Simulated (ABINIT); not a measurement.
Runs of ABINIT 10.8.3 (patched build) on MgO. Symmetry: P-6m2, No. 187, hexagonal system. The conventional cell has a = 2.938 Å, b = 2.938 Å, c = 2.680 Å, α = 90.00°, β = 90.00°, γ = 120.00°. Mg (site symmetry -6m2) is surrounded by 6 O at 2.16 Å. O (site symmetry -6m2) is surrounded by 6 Mg at 2.16 Å. Measurements of this composition are mostly on another form, of space group No. 225.

| level | potentials or basis | cutoff (eV) | fine-grid cutoff | gap on the mesh (eV) | pressure (GPa) |
| --- | --- | --- | --- | --- | --- |
| PBEsol | JTH PAW PBE v2.0 | 626 | 1224.51 eV | 2.93 | -3.7 |
| r2SCAN | JTH PAW PBE v2.0 | 762 | 1360.57 eV | 3.80 | -5.1 |
| LDA | JTH PAW LDA v2.0 | 626 | 1224.51 eV | (b) | -8.9 |
| TB-mBJ | JTH PAW LDA v2.0 | 762 | 1360.57 eV | (a) | - |

Alike in all rows: task band structure; no spin polarisation; cell as given; k mesh 10 × 10 × 10; smearing fermi-dirac 0.05 eV.

**Question.** Estimate the missing entries.

**Answer.** (a) 5.33; (b) 2.95.

Caveats: the PAW data sets were made with another functional, which shifts forces and pressure a little (some runs); the constant c of TB-mBJ comes from the pseudo density here, which moves gaps by up to 0.3 eV between sets of potentials (some runs).

Runs at the PBE level aren't shown here.
